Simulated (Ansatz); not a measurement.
# Black phosphorene monolayer in a perpendicular field, part 2 of 4

Wanted: the out-of-plane response of the black phosphorene monolayer. A positive field points along +c.

Ansatz 0.2.0; plane-wave DFT, PBE-D3(BJ), Ansatz PAW.

So far. Step 2 (Relaxing the slab): The lattice constant a goes from 4.620 to 4.442 Å.

**3. Single point, field 0**

A sawtooth potential applies the field, turning back in the middle of the vacuum. With the dipole correction the typed value is the field outside the slab. The induced dipole is small, so the SCF threshold is tight.

The cell differs from the one that the last finished run ended in (c 28.280 → 20.123 Å).

Input file input.yaml:

```yaml
crystal:
  lattice:
    - [4.4417325633, 0.0, 0.0]
    - [0.0, 3.2954911764, 0.0]
    - [0.0, 0.0, 20.1229071008]
  atoms:
    - { symbol: P, position: [0.0825802332, 0.0, 0.4472515757] }
    - { symbol: P, position: [0.4174165276, 0.5, 0.4472514809] }
    - { symbol: P, position: [0.9174197668, 0.0, 0.5527484243] }
    - { symbol: P, position: [0.5825834724, 0.5, 0.5527485191] }
kpoints:
  mp_grid: { grid: [10, 14, 1] }
  band_path:
    path:
      - [0, 0, 0]
      - [0.5, 0, 0]
      - [0.5, 0.5, 0]
      - [0, 0, 0]
      - [0, 0.5, 0]
      - [0.5, 0.5, 0]
    npoints: 16
hamiltonian:
  xc: pbe
  dispersion: d3bj
scf:
  occupations: { method: fermi_dirac, width: 0.05 }
  convergence: { dr2_threshold: 1.0e-10 }
efield:
  axis: 3
  dipole_correction: true
  ramp_position: 0.97
  ramp_width: 0.06
  amplitude: 0
output:
  dos: { projected: true, e_range: [-6, 5] }
  bader: true
  write_potential: true
  write_density: true
  volumetric_format: npy
  elf: true
```

On the command line:

```sh
> ansatz run input.yaml --threads 2 --pin off --max-ram 3072MiB --backend cpu --events-out ev --progress --plain --runs-dir out
```

Numbers of over 12 decimals in the logs are rounded to 6 here.

What it wrote:

```text
Warning: the atoms were moved onto the symmetric positions of the space group found under crystal.symmetry.tolerance 1.0e-5 (fractional; no operation is sought that the atoms, as they stand in a round, miss by more than twice it, and no atom is moved by as much as it), and the run uses the moved positions. Before a round's move an operation carried an atom to 1.45e-5 Å from where it should land, the largest such dist [...]
[...]
Crystal: 4 atoms, lattice volume = 294.553 Å³
Basis set: ecut = 420 eV, 5791 PW (Γ)
Bands: 14, of which v1, the nominal top of the filled ones, is band 10 counted from 1 (9 counted from 0)
Symmetry: 4 space group operations
k-points: 48 of 140
[...]
SCF iter   1: F=—  HF=-3023.625099 eV  |F-HF|=—  |Δ(HF+E_count)|=         —  Δρ=1.39e-3  dr2=6.84e-3  ethr=1.77e-3  p=0.000 e·Å  D=5.21e-14 V/Å  ΔV_dip=-0.00 eV  dr2_dipole=1.91e-11  V_vac-E_F(+/−)=4.41/4.41 eV  ⟨swp⟩=9.9  Hψ=6008  notcnv=0
efield: sawtooth ramp at fractional position 0.9700 (set: `efield.ramp_position`, or a place that a band, a saddle search or an elastic batch's reference lends), width 0.0600; the density the first Hamiltonian is built on has a dipole p = 0.000 e·Å; the dipole correction subtracts the counter field D = 5.21e-14 V/Å, which shifts the + side's vacuum level by -0.00 eV against the − side's; the planar-averaged density in the ramp window peaks in size at 4.3e-6 e/Å³
[...]
SCF iter   2: F=—  HF=-3023.624370 eV  |F-HF|=—  |Δ(HF+E_count)|=   7.29e-4  Δρ=6.23e-4  dr2=7.68e-4  ethr=3.42e-5  p=-0.000 e·Å  D=-1.00e-6 V/Å  ΔV_dip=0.00 eV  dr2_dipole=2.89e-11  V_vac-E_F(+/−)=4.48/4.48 eV  ⟨swp⟩=2.5  Hψ=1663  notcnv=0
[...]
SCF iter   8: F=-3023.624549 eV  HF=-3023.624549 eV  |F-HF|=8.19e-12  |Δ(HF+E_count)|=  2.70e-10  Δρ=1.01e-7  dr2=3.01e-11  ethr=1.00e-12  p=-0.000 e·Å  D=-2.19e-7 V/Å  ΔV_dip=0.00 eV  dr2_dipole=6.87e-13  V_vac-E_F(+/−)=4.54/4.54 eV  ⟨swp⟩=3.0  Hψ=3244  notcnv=0
SCF 1 converged in 8 iterations: F = -3023.624549 eV  dr2 = 3.01e-11
[...]
NSCF: frozen V_eff on 81 k-points
efield: sawtooth ramp at fractional position 0.9700 (kept from the solve that this one continues, or follows in the run), width 0.0600; the density the first Hamiltonian is built on has a dipole p = -0.000 e·Å; the dipole correction subtracts the counter field D = -2.19e-7 V/Å, which shifts the + side's vacuum level by +0.00 eV against the − side's; the planar-averaged density in the ramp window peaks in size at 1.2e-7 e/Å³
WARN: The output density's exchange-correlation potential varies sharply where the density is thin. Do not read a vacuum level from v_tot or v_xc, or from such a field of the output density. On a cell that repeats whose density bears no net charge and no dipole along the vacuum's axis use v_es (v_loc + v_h of the components); under efield.dipole_correction with no amplitude use v_es + v_field, which holds any externa [...]
SCF converged after 8 iterations
Free energy (F): -3023.624549 eV
[...]
Internal energy: -3023.624530 eV  (E = F + TS)
E sigma→0 (E₀):  -3023.624539 eV
Entropy (-TS):   -0.000019 eV (-0.005 meV/atom)
Fermi energy:    -1.427773 eV
Dipole field:    D = 0.000001 V/Å  (p = 0.000001 e·Å, saw-weighted, corrected)
Work function:   Φ+ = 4.5402 eV   Φ− = 4.5402 eV
Levels:          The Fermi level and band energies are counted from a zero that moves with the ramp; work functions are not
[...]
--- Band table (eV; the first three rows and the last of 48) ---
  k-point 0: bands = [... 6 lower, -5.2823, -3.6826, -3.5887, -1.8100, -1.0785, -0.2577, 0.8920, 1.6328]
  k-point 1: bands = [... 6 lower, -5.6317, -3.9465, -3.6513, -1.8140, -1.0197, 0.2547, 1.2693, 1.3912]
  k-point 2: bands = [... 6 lower, -6.2906, -4.5395, -3.5724, -1.8996, -0.8446, 0.4984, 1.5151, 2.2960]
  k-point 47: bands = [... 6 lower, -6.6682, -6.6682, -3.1113, -3.1113, 0.5851, 0.5851, 2.4288, 2.4288]
--- Bader charges: 4 sites ---
  site symbol  charge [e]  shift [e]
     0      P      0.0000     0.0000
     1      P      0.0000     0.0000
     2      P      0.0000     0.0000
     3      P      0.0000     0.0000
  estimated error of the sums over rays = 2.6e-4 e
```

Run time: 1.9 min. Hardware: 2 threads of AMD EPYC 7R43, shared host; peak memory 0.56 GiB.

This step gave:

```
dipole along the normal            : 1.14e-6 e·Å
gap along the path                 : 0.7300 eV
smallest direct gap along the path : 0.7315 eV
ionisation energy, upper face      : 4.921 eV
electron affinity, upper face      : 4.191 eV
gap, the smaller of path and mesh  : 0.7300 eV
```

Running mean over a fixed 2.5 Å (it still follows the layers) of the planar mean; the ramp of the sawtooth is left out. The electron's electrostatic potential energy less the Fermi level by z:

```
z (Å)  electron's electrostatic potential energy less the Fermi level (eV)
  3.0                                                                 4.54
  3.5                                                                 4.54
  4.0                                                                 4.54
  4.5                                                                 4.54
  5.0                                                                 4.54
  5.5                                                                 4.53
  6.0                                                                 4.50
  6.5                                                                 4.34
  7.0                                                                 3.66
  7.5                                                                 1.15
  8.0                                                                -2.72
  8.5                                                                -5.23
  9.0                                                                -6.23
  9.5                                                                -7.77
 10.0                                                                -9.25
 10.5                                                                -8.27
 11.0                                                                -6.49
 11.5                                                                -5.52
 12.0                                                                -3.54
 12.5                                                                0.226
 13.0                                                                 3.26
 13.5                                                                 4.25
 14.0                                                                 4.48
 14.5                                                                 4.53
 15.0                                                                 4.54
 15.5                                                                 4.54
 16.0                                                                 4.54
 16.5                                                                 4.54
 17.0                                                                 4.54
```

The density of states has structure finer than the step of the table below, so its rows give means over 0.2 eV, whole bins alone (the curve runs from -6 to 1.55 eV). Peaks (eV: height): -5.75: 2.49, -5.48: 4.39, -3.85: 4.08, -3.38: 4.17, -1.86: 3.62, -1.70: 4.41, 0.95: 2.93.

Table of density of states by energy, zero at the Fermi level of the run, which the smearing sets inside the gap; means over each step:

```
energy (eV)  density of states (states/eV a cell)
       -5.8                                  2.06
       -5.6                                  2.04
       -5.4                                  3.10
       -5.2                                  2.43
       -5.0                                  1.80
       -4.8                                  1.80
       -4.6                                  1.52
       -4.4                                  1.59
       -4.2                                  1.82
       -4.0                                  2.22
       -3.8                                  3.39
       -3.6                                  2.30
       -3.4                                  3.63
       -3.2                                  2.29
       -3.0                                  1.51
       -2.8                                  1.56
       -2.6                                 0.482
       -2.4                                  1.71
       -2.2                                  2.75
       -2.0                                  3.44
       -1.8                                  3.63
       -1.6                                  3.32
       -1.4                                  1.60
       -1.2                                  1.36
       -1.0                                  1.08
       -0.8                                 0.996
       -0.6                                 0.403
       -0.4                                 0.133
       -0.2                                     0
        0.0                                     0
        0.2                                     0
        0.4                                 0.116
        0.6                                 0.392
        0.8                                  1.32
        1.0                                  1.97
        1.2                                  1.57
        1.4                                  2.29
```

Projected DOS per atom over height of the atomic layer and energy from the Fermi level. Layers: P2 P2 from below.

Ten even steps from '_' (0.00 states/eV) to '@' (0.85 states/eV), each cell a mean:
```
++++
====
::::
____
____
____
....
----
====
@@@@
@@@@
====
----
++++
@@@@
%%%%
++++
====
++++
****
####
++++
```
Columns: height of the atomic layer (Å) from 9 to 11.1; rows upwards: energy from the Fermi level (eV) from -5.96 to 1.51.

Electronic bands along the path, in eV, zero at the Fermi level of the run, which the smearing sets inside the gap:

```
  point  band 7  band 8  band 9  band 10  band 11  band 12  band 13  band 14
      Γ   -3.85   -2.25   -2.16    -0.38     0.35     1.17     2.32     3.06
halfway   -3.60   -2.36   -1.85    -0.97     1.37     1.68     1.73     2.78
      X   -2.96   -2.96   -1.43    -1.43     1.70     1.70     3.09     3.09
halfway   -3.29   -3.29   -1.87    -1.87     2.47     2.47     3.25     3.25
      S   -5.24   -5.24   -1.68    -1.68     2.01     2.01     3.86     3.86
halfway   -3.89   -3.00   -2.04    -1.61     1.79     1.91     2.06     4.19
      Γ   -3.85   -2.25   -2.16    -0.38     0.35     1.17     2.32     3.06
halfway   -4.43   -3.36   -2.08    -0.85     0.86     1.05     2.88     3.22
      Y   -3.12   -3.12   -2.41    -2.41     0.90     0.90     1.56     1.56
halfway   -4.16   -4.16   -1.80    -1.80     1.39     1.39     2.67     2.67
      S   -5.24   -5.24   -1.68    -1.68     2.01     2.01     3.86     3.86
```

Valence density in the ca plane at fractional y = 0.000, with atoms of P within 0.2 Å of it. It is the smooth field of the valence electrons, not physical close to the nuclei.

Ten even steps from '0' (0.00 e/Å³) to '9' (0.78 e/Å³), each cell a mean:
```
00000000000000000000013798889822862000000000
00000000000000000000001344446733751000000000
00000000000000000000000111124677631000000000
00000000000000000000000000012355310000000000
00000000000000000000000000001222100000000000
00000000000000000000000011000111100000000000
00000000000000000000000111110000000000000000
00000000000000000000001233311000000000000000
00000000000000000000002467531111000000000000
00000000000000000000014666753233210000000000
00000000000000000000015721686677531000000000
00000000000000000000016954899977952000000000
```
Columns run along c (16.0 Å, from fractional 0.01 to 0.80 of the cell), rows up along a (4.4 Å). Atoms in or near the plane, at fractional coordinates: P at (0.45, 0.08), P at (0.55, 0.92).

ELF in the ca plane at fractional y = 0.000, with atoms of P within 0.2 Å of it. It is the smooth field of the valence electrons, not physical close to the nuclei.

Values, 7 rows by 16 columns, each cell a mean:
```
0.00 0.00 0.00 0.00 0.00 0.00 0.08 0.67 0.94 0.78 0.60 0.26 0.83 0.27 0.01 0.00
0.00 0.00 0.00 0.00 0.00 0.00 0.01 0.14 0.44 0.33 0.48 0.46 0.38 0.06 0.00 0.00
0.00 0.00 0.00 0.00 0.00 0.00 0.00 0.01 0.04 0.04 0.23 0.30 0.07 0.01 0.00 0.00
0.00 0.00 0.00 0.00 0.00 0.00 0.00 0.01 0.08 0.12 0.06 0.08 0.03 0.00 0.00 0.00
0.00 0.00 0.00 0.00 0.00 0.00 0.00 0.05 0.29 0.44 0.11 0.08 0.03 0.00 0.00 0.00
0.00 0.00 0.00 0.00 0.00 0.00 0.03 0.35 0.53 0.40 0.48 0.67 0.49 0.07 0.00 0.00
0.00 0.00 0.00 0.00 0.00 0.00 0.12 0.74 0.71 0.37 0.81 0.78 0.91 0.33 0.01 0.00
```
Columns run along c (16.0 Å, from fractional 0.01 to 0.80 of the cell), rows up along a (4.4 Å). Atoms in or near the plane, at fractional coordinates: P at (0.45, 0.08), P at (0.55, 0.92).

Electrostatic potential energy in the ca plane at fractional y = 0.000, with atoms of P within 0.2 Å of it. With pseudopotentials it is smooth inside the atoms' cores, unlike the true potential.

Ten even steps from '0' (-48 eV) to '9' (3 eV), each cell a mean:
```
99999999999999999999998632576000079999999999
99999999999999999999999887886100179999999999
99999999999999999999999999998522589999999999
99999999999999999999999999999877899999999999
99999999999999999999999999999999999999999999
99999999999999999999999999999999999999999999
99999999999999999999999999999999999999999999
99999999999999999999999988899999999999999999
99999999999999999999998755789999999999999999
99999999999999999999998300278988999999999999
99999999999999999999997100058756799999999999
99999999999999999999997200067300389999999999
```
Columns run along c (16.0 Å, from fractional 0.01 to 0.80 of the cell; values clipped at the 3rd and 97th percentile), rows up along a (4.4 Å). Atoms in or near the plane, at fractional coordinates: P at (0.45, 0.08), P at (0.55, 0.92).

The gap is 0.73 eV, with the valence edge 4.92 eV and the conduction edge 4.19 eV under the upper vacuum level.

**4. Atoms held, field 0.03 V/Å**

Changes to input.yaml since step 3:

```diff
@@ -32,6 +32,4 @@
   ramp_width: 0.06
-  amplitude: 0
+  amplitude: 0.03
 output:
-  dos: { projected: true, e_range: [-6, 5] }
-  bader: true
   write_potential: true
@@ -39,2 +37 @@
   volumetric_format: npy
-  elf: true
```

What it wrote:

```text
[...]
Crystal: 4 atoms, lattice volume = 294.553 Å³
Basis set: ecut = 420 eV, 5791 PW (Γ)
Bands: 14, of which v1, the nominal top of the filled ones, is band 10 counted from 1 (9 counted from 0)
Symmetry: 4 space group operations
k-points: 48 of 140
[...]
--- Band table (eV; the first three rows and the last of 48) ---
  k-point 0: bands = [... 6 lower, -5.2823, -3.6827, -3.5888, -1.8101, -1.0786, -0.2578, 0.8919, 1.6327]
  k-point 1: bands = [... 6 lower, -5.6317, -3.9466, -3.6514, -1.8141, -1.0198, 0.2547, 1.2692, 1.3911]
  k-point 2: bands = [... 6 lower, -6.2907, -4.5395, -3.5725, -1.8996, -0.8446, 0.4983, 1.5151, 2.2960]
  k-point 47: bands = [... 6 lower, -6.6683, -6.6683, -3.1113, -3.1113, 0.5851, 0.5851, 2.4288, 2.4288]
[key lines of the parts left out:]
SCF converged after 10 iterations
Free energy (F): -3023.624716 eV
Fermi energy:    -1.427834 eV
Dipole field:    D = 0.006839 V/Å  (p = 0.011132 e·Å, saw-weighted, corrected)
```

Run time: 24 s. Hardware: 2 threads; peak memory 0.54 GiB.

The dipole is 0.0111 e·Å, and the gap 0.730 eV.

**5. Atoms held, field -0.03 V/Å**

Changes to input.yaml since step 4:

```diff
@@ -32,3 +32,3 @@
   ramp_width: 0.06
-  amplitude: 0.03
+  amplitude: -0.03
 output:
```

What it wrote:

```text
[...]
Crystal: 4 atoms, lattice volume = 294.553 Å³
Basis set: ecut = 420 eV, 5791 PW (Γ)
Bands: 14, of which v1, the nominal top of the filled ones, is band 10 counted from 1 (9 counted from 0)
Symmetry: 4 space group operations
k-points: 48 of 140
[...]
--- Band table (eV; the first three rows and the last of 48) ---
  k-point 0: bands = [... 6 lower, -5.2823, -3.6827, -3.5888, -1.8101, -1.0786, -0.2578, 0.8919, 1.6327]
  k-point 1: bands = [... 6 lower, -5.6317, -3.9466, -3.6514, -1.8141, -1.0198, 0.2547, 1.2692, 1.3911]
  k-point 2: bands = [... 6 lower, -6.2907, -4.5395, -3.5725, -1.8996, -0.8446, 0.4983, 1.5151, 2.2960]
  k-point 47: bands = [... 6 lower, -6.6683, -6.6683, -3.1113, -3.1113, 0.5851, 0.5851, 2.4288, 2.4288]
[key lines of the parts left out:]
SCF converged after 10 iterations
Free energy (F): -3023.624716 eV
Fermi energy:    -1.427833 eV
Dipole field:    D = -0.006839 V/Å  (p = -0.011133 e·Å, saw-weighted, corrected)
```

The job ended after 50 s (2 threads; peak memory 0.57 GiB).

The dipole is -0.0111 e·Å, and the gap 0.730 eV.

**6. Atoms held, field 0.15 V/Å**

Changes to input.yaml since step 5:

```diff
@@ -32,3 +32,3 @@
   ramp_width: 0.06
-  amplitude: -0.03
+  amplitude: 0.15
 output:
```

What it wrote:

```text
[...]
Crystal: 4 atoms, lattice volume = 294.553 Å³
Basis set: ecut = 420 eV, 5791 PW (Γ)
Bands: 14, of which v1, the nominal top of the filled ones, is band 10 counted from 1 (9 counted from 0)
Symmetry: 4 space group operations
k-points: 48 of 140
[...]
--- Band table (eV; the first three rows and the last of 48) ---
  k-point 0: bands = [... 6 lower, -5.2834, -3.6837, -3.5897, -1.8110, -1.0804, -0.2588, 0.8910, 1.6317]
  k-point 1: bands = [... 6 lower, -5.6328, -3.9475, -3.6524, -1.8150, -1.0216, 0.2536, 1.2682, 1.3902]
  k-point 2: bands = [... 6 lower, -6.2917, -4.5405, -3.5735, -1.9005, -0.8464, 0.4973, 1.5140, 2.2951]
  k-point 47: bands = [... 6 lower, -6.6692, -6.6692, -3.1123, -3.1123, 0.5839, 0.5839, 2.4278, 2.4278]
[key lines of the parts left out:]
SCF converged after 10 iterations
Free energy (F): -3023.628723 eV
Fermi energy:    -1.429200 eV
Dipole field:    D = 0.034198 V/Å  (p = 0.055668 e·Å, saw-weighted, corrected)
```

Elapsed: 47 s, on 2 threads; peak memory 0.56 GiB; 89 s of CPU time.

The dipole is 0.0557 e·Å, and the gap 0.729 eV.

**7. Single point, field 0.25 V/Å**

Changes to input.yaml since step 6:

```diff
@@ -32,3 +32,3 @@
   ramp_width: 0.06
-  amplitude: 0.15
+  amplitude: 0.25
 output:
```

What it wrote:

```text
[...]
Crystal: 4 atoms, lattice volume = 294.553 Å³
Basis set: ecut = 420 eV, 5791 PW (Γ)
Bands: 14, of which v1, the nominal top of the filled ones, is band 10 counted from 1 (9 counted from 0)
Symmetry: 4 space group operations
k-points: 48 of 140
[...]
--- Band table (eV; the first three rows and the last of 48) ---
  k-point 0: bands = [... 6 lower, -5.2853, -3.6856, -3.5915, -1.8128, -1.0838, -0.2608, 0.8893, 1.6298]
  k-point 1: bands = [... 6 lower, -5.6347, -3.9493, -3.6543, -1.8168, -1.0250, 0.2516, 1.2663, 1.3885]
  k-point 2: bands = [... 6 lower, -6.2937, -4.5423, -3.5754, -1.9023, -0.8497, 0.4953, 1.5120, 2.2233]
  k-point 47: bands = [... 6 lower, -6.6710, -6.6710, -3.1140, -3.1140, 0.5818, 0.5818, 2.4258, 2.4258]
[key lines of the parts left out:]
SCF converged after 10 iterations
Free energy (F): -3023.636146 eV
Fermi energy:    -1.431759 eV
Dipole field:    D = 0.057008 V/Å  (p = 0.092797 e·Å, saw-weighted, corrected)
```

Run time: 49 s. Hardware: 2 threads; peak memory 0.56 GiB; 94 s of CPU time.

The dipole is 0.0928 e·Å, and the gap 0.728 eV.

(Continued in part 3 of 4.)

[Logs are printed without paths, hosts, clocks, repeated set-up lines and the standing remarks that a program may print on its own settings, such as how far it seeks lower states.]

[Hosts, paths, dates, database ids (printed as entryN), source tags and the programs' standing remarks are cut or masked in the printed files.]

[Maps of the electrostatic potential energy from Ansatz leave out the sawtooth potential of an applied field or a dipole correction, so their vacuum need not be flat; planar profiles and work functions include it.]
